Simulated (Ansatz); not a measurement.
# Ge3N: one candidate structure, part 2 of 2

Aim: relax Ge3N from this start, A15 type (Pm-3n, No. 223), and see where it ends.

Ansatz 0.2.0; DFT PBE, scalar-relativistic, plane waves, PAW. Earlier steps stand in the parts before.

### Step 4. Relaxing cell and atoms

The input, input.yaml:

```yaml
crystal:
  lattice:
    - [5.0885010902, 0.0, 0.0]
    - [0.0, 5.0885010902, 0.0]
    - [0.0, 0.0, 5.0885010902]
  atoms:
    - { symbol: Ge, position: [0.0, 0.5, 0.25] }
    - { symbol: Ge, position: [0.0, 0.5, 0.75] }
    - { symbol: Ge, position: [0.25, 0.0, 0.5] }
    - { symbol: Ge, position: [0.75, 0.0, 0.5] }
    - { symbol: Ge, position: [0.5, 0.75, 0.0] }
    - { symbol: Ge, position: [0.5, 0.25, 0.0] }
    - { symbol: "N", position: [0.0, 0.0, 0.0] }
    - { symbol: "N", position: [0.5, 0.5, 0.5] }
basis:
  ecutwfc: 420
kpoints:
  mp_grid: { grid: [8, 8, 8] }
hamiltonian:
  xc: pbe
scf:
  occupations: { method: gaussian, width: 0.1 }
output:
  forces: true
  stress: true
  eigenvalues: true
relax:
  adjacent_minimum: "off"
  f_tol: 0.01
  max_steps: 80
  cell: { stress_tol: 0.05 }
```

Started as:

```
$ ansatz run input.yaml --threads 1 --pin off --max-ram 2560MiB --backend cpu --events-out ev --progress --plain --runs-dir out
```

The log of the run:

```text
Warning: RAYON_NUM_THREADS=1 ignored (pool sized by the plan → 1); use --threads N
Engine: ansatz 0.2.0, aarch64-unknown-linux-gnu
Pseudopotentials: kind: paw
Pseudopotential: Ge, paw, valence charge 14, recommended cutoff 420 eV (normal), Ge.paw.azcp
Pseudopotential: N, paw, valence charge 5, recommended cutoff 420 eV (normal), N.paw.azcp
Functional definition: PBE
  parameter kappa = 0.804
  parameter beta = 0.06672455060314922
  exchange = pbe_x(kappa = kappa, mu = beta*pi^2/3)
  correlation = pbe_c(beta = beta)
Crystal: 8 atoms, lattice volume = 131.756 Å³
Basis set: ecut = 420 eV, 2553 PW (Γ), exchange–correlation on 72×72×72 points (8 copies of the dense FFT grid, shifted against one another)
Bands: 57, of which v1, the nominal top of the filled ones, is band 47 counted from 1 (46 counted from 0)
Symmetry: 48 space group operations
Space group: Pm-3n (ITA 223), of the structure as read, at distance tolerance 5.1e-5 Å
k-points: 35 of 512
Non-local potential: Ge, projectors of the file, l = 0: 2, l = 1: 2, l = 2: 3, l = 3: 1
Non-local potential: N, projectors of the file, l = 0: 2, l = 1: 2, l = 2: 1
PAW form: soft (Blöchl's): semilocal exchange-correlation on the pseudo side does not see the compensation charge
PAW one-centre angular grid: Ge, 590 points (default); XC on 64 Gauss nodes
PAW one-centre angular grid: N, 110 points (default); XC on 64 Gauss nodes
Initial density: superposition of atomic densities (neutral atoms: chi_scale 0, normalization atom), corrected by the library's trained network
Initial wavefunctions: pseudopotential atomic-orbital guess
Functional: x = pbe(κ = 0.804, μ = 0.2195149727645171), c = pbe(β = 0.06672455060314922)
SCF iter   1: F=—  HF=-26528.458240 eV  |F-HF|=—  |Δ(HF+E_count)|=         —  Δρ=1.19e-3  dr2=1.19e-3  ethr=1.77e-3  ⟨swp⟩=5.9  Hψ=6906  notcnv=0  defer=2
preconditioner: auto → Kerker (q_TF=auto, 2.579 Å⁻¹)  [metal: Δε(μ)=0.050 eV  Ē_g=20.327 eV  σ=0.100 eV  W_gap=0.27  n_scr=32 (ndim 8)  ℏωp=31.4 eV  f_vac=0.000  D(μ)=3.80/eV (n_scr^D=26)]
SCF iter   2: F=—  HF=-26528.456333 eV  |F-HF|=—  |Δ(HF+E_count)|=   1.91e-3  Δρ=8.43e-4  dr2=4.72e-4  ethr=1.27e-6  ⟨swp⟩=2.0  Hψ=3883  notcnv=0  defer=3
SCF iter   3: F=—  HF=-26528.456624 eV  |F-HF|=—  |Δ(HF+E_count)|=   2.90e-4  Δρ=3.48e-4  dr2=1.11e-4  ethr=5.02e-7  ⟨swp⟩=2.0  Hψ=2975  notcnv=0  defer=3
SCF iter   4: F=—  HF=-26528.456668 eV  |F-HF|=—  |Δ(HF+E_count)|=   4.40e-5  Δρ=1.05e-4  dr2=7.74e-6  ethr=1.18e-7  ⟨swp⟩=2.0  Hψ=2444  notcnv=0  defer=3
SCF iter   5: F=—  HF=-26528.456936 eV  |F-HF|=—  |Δ(HF+E_count)|=   2.68e-4  Δρ=1.81e-5  dr2=3.21e-7  ethr=8.24e-9  ⟨swp⟩=2.0  Hψ=3505  notcnv=0  defer=3
SCF iter   6: F=-26528.456936 eV  HF=-26528.456936 eV  |F-HF|=1.28e-8  |Δ(HF+E_count)|=   9.54e-8  Δρ=3.60e-6  dr2=1.32e-8  ethr=1.06e-10  ⟨swp⟩=7.0  Hψ=7251  notcnv=0
SCF 1 converged in 6 iterations: F = -26528.456936 eV  dr2 = 1.32e-8
relax step   1: F+E_penalty+E_count = -26528.45693575 eV  Δ(F+E_penalty+E_count) = +0.000e0 eV  max|allowed force component| = 6.283e-17 eV/Å  Δτ_max = 0.0000 Å  P = -1.068 GPa  Ω = 131.756 Å³  (6 SCF iters, dr2 threshold 1.00e-7 eV, accepted)
Crystal: 8 atoms, lattice volume = 128.958 Å³
Basis set: ecut = 420 eV, 2517 PW (Γ), exchange–correlation on 72×72×72 points (8 copies of the dense FFT grid, shifted against one another)
Initial density: handed on by an earlier stage of this run
Initial wavefunctions: those handed on with the density
iter 1 solved again at ethr=6.19e-7 eV; its pass at ethr=3.10e-3 eV (dr2=5.82e-4 eV) is discarded
SCF iter   1: F=—  HF=-26528.464179 eV  |F-HF|=—  |Δ(HF+E_count)|=         —  Δρ=6.19e-4  dr2=6.01e-4  ethr=6.19e-7  ⟨swp⟩=2.0  Hψ=8457  notcnv=0
preconditioner: auto → Kerker (q_TF=auto, 2.588 Å⁻¹)  [metal: Δε(μ)=0.019 eV  Ē_g=20.382 eV  σ=0.100 eV  W_gap=0.10  n_scr=32 (ndim 8)  ℏωp=31.7 eV  f_vac=0.000  D(μ)=3.86/eV (n_scr^D=26)]
SCF iter   2: F=—  HF=-26528.464365 eV  |F-HF|=—  |Δ(HF+E_count)|=   1.86e-4  Δρ=4.07e-4  dr2=2.88e-4  ethr=6.19e-7  ⟨swp⟩=1.0  Hψ=1995  notcnv=0
SCF iter   3: F=—  HF=-26528.464280 eV  |F-HF|=—  |Δ(HF+E_count)|=   8.48e-5  Δρ=5.95e-5  dr2=6.22e-6  ethr=3.07e-7  ⟨swp⟩=2.0  Hψ=2570  notcnv=0
SCF iter   4: F=—  HF=-26528.464280 eV  |F-HF|=—  |Δ(HF+E_count)|=   3.38e-7  Δρ=3.12e-5  dr2=7.88e-7  ethr=6.62e-9  ⟨swp⟩=2.0  Hψ=3624  notcnv=0
iter 5 did not close the SCF: its close was put off for the readings that it lacked (scf_convergence_deferred on its scf_iter line)
SCF iter   5: F=-26528.464280 eV  HF=-26528.464280 eV  |F-HF|=6.40e-10  |Δ(HF+E_count)|=   5.36e-7  Δρ=1.18e-5  dr2=1.40e-7  ethr=8.39e-10  ⟨swp⟩=2.0  Hψ=3376  notcnv=0
SCF iter   6: F=-26528.464280 eV  HF=-26528.464280 eV  |F-HF|=9.71e-10  |Δ(HF+E_count)|=   1.59e-8  Δρ=1.57e-6  dr2=2.38e-9  ethr=1.49e-10  ⟨swp⟩=1.3  Hψ=4740  notcnv=0
SCF 2 converged in 6 iterations: F = -26528.464280 eV  dr2 = 2.38e-9
relax step   2: F+E_penalty+E_count = -26528.46427960 eV  Δ(F+E_penalty+E_count) = -7.344e-3 eV  max|allowed force component| = 8.746e-17 eV/Å  Δτ_max = 0.0000 Å  P = +0.592 GPa  Ω = 128.958 Å³  energy of the carried Pulay correction = +2.918e-3 eV  (6 SCF iters, dr2 threshold 8.00e-7 eV, accepted)
Crystal: 8 atoms, lattice volume = 129.942 Å³
iter 1 solved again at ethr=8.03e-8 eV; its pass at ethr=3.10e-3 eV (dr2=7.55e-5 eV) is discarded
SCF iter   1: F=—  HF=-26528.464767 eV  |F-HF|=—  |Δ(HF+E_count)|=         —  Δρ=2.23e-4  dr2=7.76e-5  ethr=8.03e-8  ⟨swp⟩=2.0  Hψ=8229  notcnv=0
preconditioner: auto → Kerker (q_TF=auto, 2.585 Å⁻¹)  [metal: Δε(μ)=0.017 eV  Ē_g=20.359 eV  σ=0.100 eV  W_gap=0.10  n_scr=32 (ndim 8)  ℏωp=31.6 eV  f_vac=0.000  D(μ)=3.85/eV (n_scr^D=26)]
SCF iter   2: F=—  HF=-26528.465023 eV  |F-HF|=—  |Δ(HF+E_count)|=   2.55e-4  Δρ=1.46e-4  dr2=3.69e-5  ethr=8.03e-8  ⟨swp⟩=1.0  Hψ=1995  notcnv=0
SCF iter   3: F=—  HF=-26528.465012 eV  |F-HF|=—  |Δ(HF+E_count)|=   1.09e-5  Δρ=2.10e-5  dr2=8.22e-7  ethr=3.93e-8  ⟨swp⟩=2.0  Hψ=2566  notcnv=0
iter 4 did not close the SCF: its close was put off for the readings that it lacked (scf_convergence_deferred on its scf_iter line)
SCF iter   4: F=-26528.465011 eV  HF=-26528.465012 eV  |F-HF|=2.07e-7  |Δ(HF+E_count)|=   6.51e-8  Δρ=1.14e-5  dr2=9.36e-8  ethr=8.75e-10  ⟨swp⟩=2.0  Hψ=3634  notcnv=0
iter 5 did not close the SCF: its close was put off for the readings that it lacked (scf_convergence_deferred on its scf_iter line)
SCF iter   5: F=-26528.465012 eV  HF=-26528.465012 eV  |F-HF|=7.28e-12  |Δ(HF+E_count)|=   9.00e-8  Δρ=4.20e-6  dr2=1.76e-8  ethr=9.96e-11  ⟨swp⟩=2.0  Hψ=3532  notcnv=0
SCF iter   6: F=-26528.465012 eV  HF=-26528.465012 eV  |F-HF|=1.16e-10  |Δ(HF+E_count)|=   2.18e-9  Δρ=6.76e-7  dr2=5.13e-10  ethr=1.88e-11  ⟨swp⟩=1.0  Hψ=5868  notcnv=0
SCF 3 converged in 6 iterations: F = -26528.465012 eV  dr2 = 5.13e-10
relax step   3: F+E_penalty+E_count = -26528.46501157 eV  Δ(F+E_penalty+E_count) = -7.320e-4 eV  max|allowed force component| = 6.057e-17 eV/Å  Δτ_max = 0.0000 Å  P = -0.013 GPa  Ω = 129.942 Å³  energy of the carried Pulay correction = +1.885e-3 eV  (6 SCF iters, dr2 threshold 8.00e-7 eV, accepted)
Initial wavefunctions: pseudopotential atomic-orbital guess (no wavefunctions were taken with the density)
iter 1 solved again at ethr=3.02e-8 eV; its pass at ethr=3.10e-3 eV (dr2=2.84e-5 eV) is discarded
SCF iter   1: F=—  HF=-26528.462914 eV  |F-HF|=—  |Δ(HF+E_count)|=         —  Δρ=4.17e-5  dr2=6.61e-7  ethr=3.02e-8  ⟨swp⟩=2.9  Hψ=11163  notcnv=0
preconditioner: auto → Kerker (q_TF=auto, 2.585 Å⁻¹)  [metal: Δε(μ)=0.017 eV  Ē_g=20.358 eV  σ=0.100 eV  W_gap=0.10  n_scr=32 (ndim 8)  ℏωp=31.6 eV  f_vac=0.000  D(μ)=3.85/eV (n_scr^D=26)]
SCF iter   2: F=—  HF=-26528.463179 eV  |F-HF|=—  |Δ(HF+E_count)|=   2.65e-4  Δρ=2.20e-5  dr2=1.37e-7  ethr=7.03e-10  ⟨swp⟩=2.3  Hψ=3644  notcnv=0
SCF iter   3: F=—  HF=-26528.463180 eV  |F-HF|=—  |Δ(HF+E_count)|=   2.80e-7  Δρ=4.39e-6  dr2=3.86e-9  ethr=1.46e-10  ⟨swp⟩=2.0  Hψ=2590  notcnv=0
SCF iter   4: F=—  HF=-26528.463180 eV  |F-HF|=—  |Δ(HF+E_count)|=   1.22e-8  Δρ=1.27e-6  dr2=1.20e-9  ethr=4.11e-12  ⟨swp⟩=2.0  Hψ=3649  notcnv=0
iter 5 did not close the SCF: its close was put off for the readings that it lacked (scf_convergence_deferred on its scf_iter line)
SCF iter   5: F=-26528.463180 eV  HF=-26528.463180 eV  |F-HF|=1.46e-11  |Δ(HF+E_count)|=  2.11e-10  Δρ=1.84e-7  dr2=2.76e-11  ethr=1.28e-12  ⟨swp⟩=2.0  Hψ=3613  notcnv=0
SCF iter   6: F=-26528.463180 eV  HF=-26528.463180 eV  |F-HF|=1.09e-11  |Δ(HF+E_count)|=  3.64e-12  Δρ=3.75e-8  dr2=1.93e-12  ethr=1.00e-12  ⟨swp⟩=2.2  Hψ=5789  notcnv=0
SCF 4 converged in 6 iterations: F = -26528.463180 eV  dr2 = 1.93e-12
relax step   4: F+E_penalty+E_count = -26528.46317975 eV  Δ(F+E_penalty+E_count) = +1.832e-3 eV  max|allowed force component| = 6.708e-17 eV/Å  Δτ_max = 0.0000 Å  P = -0.030 GPa  Ω = 129.942 Å³  stress off target by 3.01e-2 GPa  SCF on the basis re-selected at this cell (its energy is not comparable with the rows above)  (6 SCF iters)
basis re-selected at this cell: Δ(F+E_penalty+E_count) = +1.832e-3 eV, ΔP = -0.017 GPa vs the last step (what re-selecting the basis moved, of the pressure what is left beyond the Pulay correction that the steps carried, after the strain that the cell walked since its last selection, with what the two solves' SCF thresholds leave and, on support functions, any second-order correction that the steps lacked; it is no measure of the basis error at this ecutwfc). This SCF's stress stands 3.01e-2 GPa from its target on what of the cell is left free (relax.cell.stress_tol is 5.00e-2 GPa) and its largest allowed force component is 6.71e-17 eV/Å (relax.f_tol is 1.00e-2 eV/Å): within both
SCF converged after 6 iterations
Free energy (F): -26528.463180 eV
Harris-Foulkes:  -26528.463180 eV  (|F-HF|=1.09e-11)
Internal energy: -26528.443939 eV  (E = F + TS)
E sigma→0 (E₀):  -26528.453559 eV
Entropy (-TS):   -0.019241 eV (-2.405 meV/atom)
Fermi energy:    10.381243 eV
--- Per-component energies (eV) ---
  E_band       = -708.400597
  E_kinetic    = 901.046909
  E_local      = -13289.886393  (includes V_loc(G=0)·N_el)
  E_nonlocal   = 2581.148072
  E_hartree    = 5747.353219
  E_xc         = -569.004668
  E_vxc        = -533.135679  (∫ρ·V_xc dr)
  E_paw        = -12343.568480  (= ΣΔE_a)
  E_vpaw       = -1862.282359  (= ΣTr[D̂ρ^β])
  E_aug_tail   = 0.002315  (compensation charges beyond the density's cutoff)
  E_ewald      = -9555.534914
  E_smearing   = -0.019241  (= −TS)
  E_closure    = -0.000000  (closes the sum)
  Σ components = -26528.463180   (vs F -26528.463180, Δ=0.00e0)
--- Forces (eV/Å), atoms counted from 1 ---
  atom   1  Ge    -0.00000000     0.00000000    -0.00000000
  atom   2  Ge     0.00000000    -0.00000000     0.00000000
  atom   3  Ge     0.00000000     0.00000000     0.00000000
  atom   4  Ge    -0.00000000    -0.00000000    -0.00000000
  atom   5  Ge    -0.00000000     0.00000000     0.00000000
  atom   6  Ge     0.00000000    -0.00000000    -0.00000000
  atom   7  N      0.00000000    -0.00000000     0.00000000
  atom   8  N     -0.00000000    -0.00000000     0.00000000
  max |Σ_I F_I| component: 3.24e-17 eV/Å
--- Stress (GPa, compression-positive) ---
       -0.030132       0.000000       0.000000
        0.000000      -0.030132      -0.000000
        0.000000      -0.000000      -0.030132
  P = ⅓ Tr σ = -0.0301 GPa (-0.301 kbar)
--- Band table (eV; the first three rows and the last of 35) ---
  k-point 0: bands = ["-14.6556", "-14.6471", "-14.6471", "-14.5483", "-14.5483", "-14.5483", "-14.5206", "-14.5026", "-14.5026", "-14.5026", "-14.4886", "-14.4886", "-14.4886", "-14.4819", "-14.4819", "-14.4756", "-14.4491", "-14.4491", "-14.4491", "-14.4411", "-14.4411", "-14.3790", "-14.3790", "-14.3790", "-14.3784", "-14.3784", "-14.3784", "-14.2883", "-14.2883", "-14.2883", "-4.0921", "-2.3620", "0.3582", "1.4719", "1.4719", "3.5705", "3.5705", "3.5705", "7.0284", "7.0284", "7.9138", "7.9138", "7.9138", "7.9758", "7.9758", "7.9758", "8.9746", "10.6877", "10.6877", "10.6877", "11.0921", "11.0921", "11.0921", "14.7068", "14.7068", "14.7068", "15.3783"]
  k-point 1: bands = ["-14.6534", "-14.6473", "-14.6353", "-14.5477", "-14.5454", "-14.5454", "-14.5189", "-14.5069", "-14.5018", "-14.5018", "-14.4889", "-14.4875", "-14.4875", "-14.4815", "-14.4799", "-14.4739", "-14.4495", "-14.4490", "-14.4490", "-14.4424", "-14.4419", "-14.3839", "-14.3839", "-14.3788", "-14.3788", "-14.3787", "-14.3782", "-14.3020", "-14.2879", "-14.2879", "-4.0236", "-2.3927", "0.3189", "1.0717", "1.5573", "3.6520", "3.6520", "4.0404", "6.2636", "6.7765", "7.5070", "7.5070", "8.0081", "8.0081", "8.4309", "8.4564", "9.2202", "10.7467", "10.7467", "10.7757", "11.3994", "11.4056", "11.4056", "14.3517", "14.7164", "14.7164", "14.7940"]
  k-point 2: bands = ["-14.6521", "-14.6478", "-14.5970", "-14.5458", "-14.5386", "-14.5386", "-14.5158", "-14.5140", "-14.5004", "-14.5004", "-14.4902", "-14.4823", "-14.4823", "-14.4802", "-14.4771", "-14.4694", "-14.4509", "-14.4486", "-14.4486", "-14.4453", "-14.4439", "-14.3984", "-14.3984", "-14.3793", "-14.3793", "-14.3779", "-14.3777", "-14.3410", "-14.2871", "-14.2871", "-3.8237", "-2.5122", "0.2133", "0.4729", "1.8140", "3.8900", "3.8900", "4.2434", "6.1563", "6.5197", "6.6912", "6.6912", "8.0312", "8.1697", "8.1697", "9.2415", "10.4228", "10.4228", "10.7766", "11.0382", "11.9002", "12.4062", "12.4062", "13.4479", "13.5953", "14.6923", "14.6923"]
  k-point 34: bands = ["-14.5021", "-14.5021", "-14.5021", "-14.5021", "-14.5021", "-14.5021", "-14.4792", "-14.4792", "-14.4792", "-14.4792", "-14.4792", "-14.4792", "-14.4565", "-14.4565", "-14.4565", "-14.4565", "-14.4511", "-14.4511", "-14.4511", "-14.4511", "-14.4511", "-14.4511", "-14.4356", "-14.4356", "-14.4345", "-14.4345", "-14.4345", "-14.4345", "-14.4345", "-14.4345", "-2.5320", "-2.5320", "0.9666", "0.9666", "0.9666", "0.9666", "0.9666", "0.9666", "8.4925", "8.4925", "9.6308", "9.6308", "9.6308", "9.6308", "9.6308", "9.6308", "12.5420", "12.5420", "12.5420", "12.5420", "12.5420", "12.5420", "13.3285", "13.3285", "13.3285", "13.3285", "13.3285"]
--- Relaxed structure (3 steps of the walk, 3 accepted, 1 SCFs on fresh bases) ---
  F+E_penalty+E_count = -26528.46317975 eV   max|allowed force component| = 6.708e-17 eV/Å   (the final SCF, on the basis selected at the relaxed cell)
  cell:  # Å, volume = 129.9422 Å³
    - [5.065045612688697, 6.419766481290786e-35, 1.2839532962581572e-34]
    - [6.419766481290786e-35, 5.065045612688697, -2.2469182684517753e-34]
    - [1.2839532962581572e-34, -2.2469182684517753e-34, 5.065045612688697]
  atoms:
    - { symbol: Ge, position: [2.8169660559006957e-34, 0.5, 0.25] }
    - { symbol: Ge, position: [1.082235384667237e-34, 0.5, 0.75] }
    - { symbol: Ge, position: [0.25, 7.067056200422669e-35, 0.5] }
    - { symbol: Ge, position: [0.75, -4.6029501333296884e-35, 0.5] }
    - { symbol: Ge, position: [0.5, 0.75, -2.1265235359012426e-35] }
    - { symbol: Ge, position: [0.5, 0.25, 2.1708774451089164e-35] }
    - { symbol: N, position: [-1.661793131647506e-34, -1.0546373967157958e-35, 1.264086412418699e-35] }
    - { symbol: N, position: [0.5, 0.5, 0.5] }
```

Wall time 62 s (1 thread of Arm Neoverse V1, shared host); peak memory 0.49 GiB.

Step by step:

```csv
step,E - E(step 1) (eV/cell),largest force component (eV/Å),pressure (GPa),volume (Å³)
1,0.0000,0.0000,-1.07,131.76
2,-0.0073,0.0000,0.59,128.96
3,-0.0081,0.0000,-0.01,129.94
4,-0.0062,0.0000,-0.03,129.94
```

Step 1 is the start. Step 4 repeats the geometry before it on a plane-wave basis chosen anew for that cell, so its energy need not be comparable with the rows above.

|  | before | after | change |
| --- | --- | --- | --- |
| a (Å) | 5.089 | 5.065 | -0.5 % |
| b (Å) | 5.089 | 5.065 | -0.5 % |
| c (Å) | 5.089 | 5.065 | -0.5 % |
| volume (Å³/atom) | 16.47 | 16.24 | -1.4 % |
| shortest distance (Å) | 2.544 | 2.533 | -0.5 % |
| space group (0.01 Å) | Pm-3n | Pm-3n | same |

Forces and stress were held to the start's 48 operations: a distortion of lower symmetry was not tested.

### Step 5. Changed: n_extra_bands 32

Changes to input.yaml since step 4:

```diff
@@ -2,5 +2,5 @@
   lattice:
-    - [5.0885010902, 0.0, 0.0]
-    - [0.0, 5.0885010902, 0.0]
-    - [0.0, 0.0, 5.0885010902]
+    - [5.0650456127, 0.0, 0.0]
+    - [0.0, 5.0650456127, 0.0]
+    - [0.0, 0.0, 5.0650456127]
   atoms:
@@ -22,10 +22,6 @@
   occupations: { method: gaussian, width: 0.1 }
+  n_extra_bands: 32
 output:
   forces: true
+  eigenvalues: true
   stress: true
-  eigenvalues: true
-relax:
-  adjacent_minimum: "off"
-  f_tol: 0.01
-  max_steps: 80
-  cell: { stress_tol: 0.05 }
```

Started as:

```
$ ansatz run input.yaml --threads 1 --pin off --max-ram 2560MiB --backend cpu --events-out ev --progress --plain --runs-dir out
```

The log of the run (excerpt; [...] marks lines left out):

```text
Warning: RAYON_NUM_THREADS=1 ignored (pool sized by the plan → 1); use --threads N
scf.n_extra_bands = 32 over 47 filled bands (N_el = 94.0): the run solves 79 bands
[...]
[... 4 set-up lines as earlier in the session ...]
[...]
Crystal: 8 atoms, lattice volume = 129.942 Å³
Basis set: ecut = 420 eV, 2517 PW (Γ), exchange–correlation on 72×72×72 points (8 copies of the dense FFT grid, shifted against one another)
Bands: 79, of which v1, the nominal top of the filled ones, is band 47 counted from 1 (46 counted from 0)
[... 2 set-up lines as earlier in the session ...]
k-points: 35 of 512
[...]
SCF converged after 6 iterations
Free energy (F): -26528.463180 eV
[...]
E sigma→0 (E₀):  -26528.453559 eV
Entropy (-TS):   -0.019241 eV (-2.405 meV/atom)
Fermi energy:    10.381240 eV
[...]
--- Forces (eV/Å), atoms counted from 1 ---
  atom   1  Ge     0.00000000     0.00000000    -0.00000000
  atom   2  Ge     0.00000000     0.00000000    -0.00000000
  atom   3  Ge     0.00000000     0.00000000     0.00000000
  atom   4  Ge     0.00000000    -0.00000000     0.00000000
  atom   5  Ge    -0.00000000    -0.00000000     0.00000000
  atom   6  Ge     0.00000000     0.00000000     0.00000000
  atom   7  N      0.00000000     0.00000000     0.00000000
  atom   8  N      0.00000000    -0.00000000     0.00000000
[...]
--- Stress (GPa, compression-positive) ---
       -0.030088       0.000000       0.000000
        0.000000      -0.030088       0.000000
        0.000000       0.000000      -0.030088
  P = ⅓ Tr σ = -0.0301 GPa (-0.301 kbar)
--- Band table (eV; the first three rows and the last of 35) ---
[...]
```

It took 19 s on 1 thread of Arm Neoverse V1, shared host; peak memory 0.54 GiB.

```
    run     ending  energy change  pressure (GPa)  gap (eV)  force (eV/Å)  cycles  time
 step 4  converged              0             0.0      0.00          0.00       -  62 s
variant  converged   0.0 meV/atom             0.0      0.00          0.00       6  19 s
```

The changed band count doesn't alter the result here (within 0.5 meV/atom).

### Step 6. Results

What follows sums up all 2 parts. Changes of volume or cell count from the first structure of part 1.

Formation energies count from the elements, computed with the same settings in runs not shown here.

```
                          quantity                                                                      value
                              cell  a = 5.065 Å, b = 5.065 Å, c = 5.065 Å, α = 90.00°, β = 90.00°, γ = 90.00°
                       space group                                                            Pm-3n (No. 223)
                            volume                                                              16.24 Å³/atom
                   gap on the mesh                                                               none (metal)
formation energy from the elements                                                             +1.182 eV/atom
```

What this shows: The space group stayed Pm-3n, and from the first guess the volume went from 15.62 to 16.24 Å³/atom. The formation energy of +1.18 eV/atom is positive, so the elements lie lower than this structure; another structure of the compound can lie lower.
